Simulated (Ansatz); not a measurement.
Ti3SiC2 (MAX-312 type, space group P6_3/mmc)

```
Ti3SiC2
1.0
    3.07276     0.00000     0.00000
   -1.53638     2.66109     0.00000
    0.00000     0.00000    17.72285
Ti Si C
6 2 4
Direct
  0.00000   0.00000   0.00000
  0.00000   0.00000   0.50000
  0.33333   0.66667   0.13489
  0.66667   0.33333   0.63489
  0.66667   0.33333   0.86511
  0.33333   0.66667   0.36511
  0.00000   0.00000   0.25000
  0.00000   0.00000   0.75000
  0.33333   0.66667   0.57233
  0.66667   0.33333   0.07233
  0.66667   0.33333   0.42767
  0.33333   0.66667   0.92767
```

The atoms are displaced by Q × the pattern below (from a DFPT mode at Γ, largest move 1; Q in Å), at fixed cell. It is one choice among 3 degenerate patterns.

```csv
atom,x,y,z
Ti3,0.000,0.000,-1.000
Ti4,0.000,0.000,-1.000
Ti5,0.000,0.000,1.000
Ti6,0.000,0.000,1.000
C9,0.000,0.000,-0.497
C10,0.000,0.000,-0.497
C11,0.000,0.000,0.497
C12,0.000,0.000,0.497
```

Atoms not listed stay in place.

Level of theory: PBE (plane waves to 420 eV, PAW, scalar-relativistic; Ansatz, an electronic-structure program). k mesh 14×14×3 (Γ-centred), Fermi-Dirac smearing 0.05 eV. With partly filled bands, energies and forces of such displacements shift with the k mesh and the smearing. Ti3SiC2 is run without spin polarisation. Ti3SiC2 was relaxed with its symmetry unable to fall.

At one point of the scan the forces (eV/Å) are:

```
atom     Fx     Fy      Fz
----  -----  -----  ------
Ti1   0.000  0.000   0.000
Ti2   0.000  0.000   0.000
Ti3   0.000  0.000  -2.433
Ti4   0.000  0.000  -2.433
Ti5   0.000  0.000   2.433
Ti6   0.000  0.000   2.433
Si7   0.000  0.000   0.000
Si8   0.000  0.000   0.000
C9    0.000  0.000  -0.260
C10   0.000  0.000  -0.260
C11   0.000  0.000   0.260
C12   0.000  0.000   0.260
```

Which point is it?
(A) Q = -0.093 Å
(B) Q = -0.140 Å
(C) Q = -0.233 Å
(D) Q = -0.187 Å

D, Q = -0.187 Å

(A displaced cell: forces are minus the slopes of the energy, force constants its curvatures, and phonons follow from these.)
